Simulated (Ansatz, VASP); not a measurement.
# Re in VASP and in Ansatz

```
CELL_PARAMETERS angstrom
4.39597 0.00000 0.00000
-2.19798 3.80702 0.00000
0.00000 0.00000 2.45148
ATOMIC_POSITIONS crystal
Re 0.33333 0.66667 0.00000
Re 0.66667 0.33333 0.00000
```

Alike in both runs: task single point; functional PBE; k mesh 6 × 6 × 8; occupations gaussian, width 0.1 eV; collinear spin.

|  | VASP | Ansatz |
| --- | --- | --- |
| version | VASP 6.6.1 | Ansatz 0.2.0 |
| potentials or method | VASP PAW PBE potentials, release 64 (Re) | scalar-relativistic, plane waves, PAW |
| plane-wave cutoff (eV) | 520 | 420 |
| valence electrons in the cell | 14 | 30 |

```tsv
	VASP	Ansatz	Ansatz less VASP
gap on the k mesh at the Fermi level (eV)	none	none	-
pressure (GPa)	1.0	2.4	+1.40
largest component of the traceless stress (GPa)	0.74	1.69	+0.948
net moment per atom (μB)	0.00	0.00	0.000
```

A gap of «none» marks a metal or a gap that the smearing closes. The two sets of potentials don't hold the same shells in valence. Ansatz warned: «seeded_moment_not_kept».

The runs have no spin-orbit coupling, so splittings on Re are missing.
